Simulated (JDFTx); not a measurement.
Input of a JDFTx 1.7.0 (patched build) run:

GaP.in

```
lattice Face-Centered Cubic 10.2999522423
coords-type Lattice
ion Ga     0.0000000000     0.0000000000     0.0000000000 1
ion P      0.7500000000     0.7500000000     0.7500000000 1

ion-species pseudo/Ga.upf
ion-species pseudo/P.upf
elec-cutoff 40 320
elec-ex-corr gga-PBEsol
kpoint-folding 8 8 8
elec-smearing Fermi 0.0018374661
elec-n-bands 15
electronic-SCF nIterations 100 energyDiffThreshold 1e-09
electronic-minimize nIterations 30 energyDiffThreshold 1e-7
converge-empty-states yes
forces-output-coords Cartesian

dump-name run.$VAR
dump End Ecomponents EigStats BandEigs Kpoints Forces Stress ElecDensity
```

Potentials or basis: PseudoDojo-SR-PBEsol-0.4.1-standard.

The run is started by

```bash
$ jdftx -c 1 -i GaP.in -o GaP.out
```

Predict the pressure.

-0.5 GPa.

Predict the band gap on the k mesh.

1.52 eV, indirect (least direct gap 1.74 eV).

Caveat: the empty levels aren't tightly converged.

**What was measured.**

“Stacking defects in GaP nanowires: Electronic structure and optical properties”, 2018, arxiv:1810.01194 quotes, for a bulk crystal of GaP at 10 K: band gap 2.34 eV (indirect).

Against the measured gap of GaP, 2.34 eV (indirect; 10 K; quoted in “Stacking defects in GaP nanowires: Electronic structure and optical properties”, 2018, arxiv:1810.01194), the calculated 1.52 eV is off by -0.82 eV. Spin-orbit coupling on Ga is left out. The value is that of PBEsol on a finite k mesh, which can miss the band edges, without temperature or zero-point motion. Semilocal functionals fall short of measured gaps as a rule.
